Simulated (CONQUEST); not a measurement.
Crystal: Ge.

```
Ge
1.0
     4.00068    0.00000    0.00000
     0.00000    4.00068    0.00000
     0.00000    0.00000    5.65782
Ge
4
Direct
  0.00000 0.50000 0.25000
  0.50000 0.00000 0.75000
  0.00000 0.00000 0.50000
  0.50000 0.50000 0.00000
```

Base run:

```yaml
Program: CONQUEST 1.3
Functional: PBE
Potentials_or_basis: PseudoDojo NC PBE, DZP, grid cutoff 120 Ha
k_mesh: 7 × 7 × 5
Occupations: fermi-dirac, width 0.05 eV
Spin: no spin polarisation
```

Its results: band gap on the k mesh none (metal or under the smearing width); pressure 4.2 GPa.

Problem. The run is repeated on the same cell with these changes: potentials or basis from PseudoDojo NC PBE, DZP, grid cutoff 120 Ha to PseudoDojo NC PBE, SZP, grid cutoff 120 Ha. What comes out?

Solution. Band gap on the k mesh 0.33 eV; pressure 8.2 GPa.

Caveats: the basis of atomic orbitals isn't converged, which shifts pressures, moduli and gaps; the real-space grid breaks the cell's symmetry a little; the box holds several primitive cells, so bands are folded and the points are those of the box's own zone (some runs); the atomic basis is small (some runs); an odd mesh through Γ misses points on the zone boundary, where band edges often lie (some runs).
